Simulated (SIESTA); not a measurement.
Here is a SIESTA 5.4.2 calculation.

File MoSe.fdf:

```
SystemName                      MoSe
SystemLabel                     MoSe
NumberOfSpecies                 2
NumberOfAtoms                   4
%block ChemicalSpeciesLabel
  1  42 Mo
  2  34 Se
%endblock ChemicalSpeciesLabel
%include structure.fdf

%block kgrid.MonkhorstPack
    9   0   0  0.0
    0   9   0  0.0
    0   0   1  0.0
%endblock kgrid.MonkhorstPack
XC.Functional                   VDW
XC.Authors                      KBM
PAO.BasisSize                   DZP
PAO.EnergyShift                 0.003 Ry
Mesh.Cutoff                     800 Ry
DFTU.ProjectorGenerationMethod  1
%block DFTU.Proj
  Mo 1
  n=4 2
  3.00 0.00
  0.0
%endblock DFTU.Proj
DFTU.PopTol                     1.0e-5
OccupationFunction              FD
ElectronicTemperature           0.05 eV
Slab.DipoleCorrection           vacuum
MaxSCFIterations                200
SCF.MustConverge                false
SCF.Mixer.Method                Pulay
SCF.Mixer.Weight                0.1
SCF.Mixer.History               10
SCF.DM.Tolerance                5.0e-05
SCF.H.Tolerance                 1.0e-03 eV
WriteForces                     true
Charge.Mulliken                 end
%block PAO.Basis
  Mo 5
  n=4 0 2
    3.234 0.000
  n=5 0 2
    8.933 0.000
  n=4 1 2
    3.729 0.000
  n=5 1 1
    8.933
  n=4 2 2
    6.749 0.000
  Se 4
  n=4 0 2
    5.119 0.000
  n=4 1 2
    6.708 0.000
  n=3 2 2
    2.657 0.000
  n=4 2 1
    6.708
%endblock PAO.Basis
```

File structure.fdf:

```
LatticeConstant                 1.0 Ang
%block LatticeVectors
     3.3203649265     0.0000000000     0.0000000000
    -1.6601824632     2.8755203762     0.0000000000
     0.0000000000     0.0000000000    32.5912527600
%endblock LatticeVectors
AtomicCoordinatesFormat         Fractional
%block AtomicCoordinatesAndAtomicSpecies
     0.0000000000     0.0000000000     0.2301230964  1  Mo
     0.3333333300     0.6666666600     0.2808665986  2  Se
     0.3333333300     0.6666666600     0.7191334014  2  Se
     0.0000000000     0.0000000000     0.7698769036  1  Mo
%endblock AtomicCoordinatesAndAtomicSpecies
```

Potentials or basis: PseudoDojo 0.4 standard (PBE files), DZP (energy shift 0.003 Ry; two zetas on semicore shells).

Command:

```bash
$ siesta MoSe.fdf > MoSe.out 2>&1
```

Q: Predict the band gap on the k mesh.

A: 0.14 eV, indirect (least direct gap 0.23 eV).

Q: Predict the largest force.

A: 0.089 eV/Å.

Forces in eV/Å, atoms in the order of the input:
```
Mo   0.000  0.000 -0.089
Se   0.000  0.000  0.089
Se   0.000  0.000 -0.089
Mo   0.000  0.000  0.089
```

Caveat: the potentials were made for another functional, which shifts forces and pressure; the basis of atomic orbitals isn't converged, which shifts pressures, moduli and gaps.
